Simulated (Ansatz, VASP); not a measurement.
**One calculation of HgTe, two programs**

```xyz
2
Lattice="0.0000 3.2547 3.2547 3.2547 0.0000 3.2547 3.2547 3.2547 0.0000" Properties=species:S:1:pos:R:3 pbc="T T T"
Hg    0.0000    0.0000    0.0000
Te    1.6274    1.6274    1.6274
```

Alike in both runs: functional PBEsol; k mesh 12 × 12 × 12; occupations gaussian, width 0.1 eV; no spin polarisation.

Ansatz relaxed the structure, and its values are those at the end. VASP's run is a single point on that final structure, the one shown.

```csv
,VASP,Ansatz
version,VASP 6.6.1,Ansatz 0.2.0
potentials or method,"VASP PAW PBE potentials, release 64 (Hg, Te)","scalar-relativistic, plane waves, PAW"
plane-wave cutoff (eV),520,420
valence electrons in the cell,18,36
```

VASP gave:

| Property | Result |
| --- | --- |
| gap on the k mesh at the Fermi level (eV) | none |
| pressure (GPa) | 0.1 |

Task: What did Ansatz give for the same quantities?

Result: gap on the k mesh at the Fermi level (eV): none; pressure (GPa): 0.0.

A gap of «none» marks a metal or a gap that the smearing closes. The two sets of potentials don't hold the same shells in valence.

Caveats: the PAW data sets were made with another functional, which shifts forces and pressure a little (VASP). The runs have no spin-orbit coupling, so splittings on Hg, Te are missing.
